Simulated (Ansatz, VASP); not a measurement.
# Hg: VASP beside Ansatz

INCAR

```
SYSTEM = Hg
PREC     = Accurate       ! precision mode
ENCUT    = 520            ! plane-wave cutoff, eV
EDIFF    = 1E-7           ! SCF threshold, eV
ISMEAR   = 0              ! smearing method
SIGMA    = 0.1            ! smearing width, eV
LREAL    = .False.        ! projectors in reciprocal space
LASPH    = .True.         ! aspherical terms in the spheres
NELM     = 100            ! most SCF steps
ALGO     = Normal         ! electronic algorithm
ISIF     = 2              ! what is computed and relaxed
LWAVE    = .False.        ! write WAVECAR
LCHARG   = .False.        ! write CHGCAR
GGA      = PS             ! functional
NBANDS   = 19             ! bands
```

Contents of KPOINTS:

```
regular mesh
0
Gamma
  6 6 6
  0 0 0
```

Contents of POSCAR:

```
Hg
1.0
   -2.9297541400      2.9297541400      1.5725525500
    2.9297541400     -2.9297541400      1.5725525500
    2.9297541400      2.9297541400     -1.5725525500
Hg
2
Direct
    0.7500000000      0.2500000000      0.5000000000
    0.0000000000      0.0000000000      0.0000000000
```

Input for Ansatz:

```yaml
crystal:
  lattice:
    - [-2.92975414, 2.92975414, 1.57255255]
    - [2.92975414, -2.92975414, 1.57255255]
    - [2.92975414, 2.92975414, -1.57255255]
  atoms:
    - { symbol: Hg, position: [0.75, 0.25, 0.5] }
    - { symbol: Hg, position: [0.0, 0.0, 0.0] }
basis:
  ecutwfc: 420
kpoints:
  mp_grid: { grid: [6, 6, 6] }
hamiltonian:
  xc: pbesol
scf:
  occupations: { method: gaussian, width: 0.1 }
output:
  forces: true
  stress: true
  eigenvalues: true
```

Alike in both runs: task single point; functional PBEsol; k mesh 6 × 6 × 6; occupations gaussian, width 0.1 eV; no spin polarisation.

|  | VASP | Ansatz |
| --- | --- | --- |
| version | VASP 6.6.1 | Ansatz 0.2.0 |
| potentials or method | VASP PAW PBE potentials, release 64 (Hg) | scalar-relativistic, plane waves, PAW |
| plane-wave cutoff (eV) | 520 | 420 |
| valence electrons in the cell | 24 | 40 |

|  | VASP | Ansatz | Ansatz less VASP |
| --- | --- | --- | --- |
| gap on the k mesh at the Fermi level (eV) | none | none | - |
| pressure (GPa) | -2.6 | -2.8 | -0.25 |
| largest component of the traceless stress (GPa) | 0.24 | 0.27 | +0.033 |

A gap of «none» marks a metal or a gap that the smearing closes. The two sets of potentials don't hold the same shells in valence.

Caveats: the k mesh is coarse (spacing up to 0.38 Å⁻¹), so the values aren't converged; the PAW data sets were made with another functional, which shifts forces and pressure a little (VASP). Spin-orbit coupling is left out, which matters for the levels of Hg.
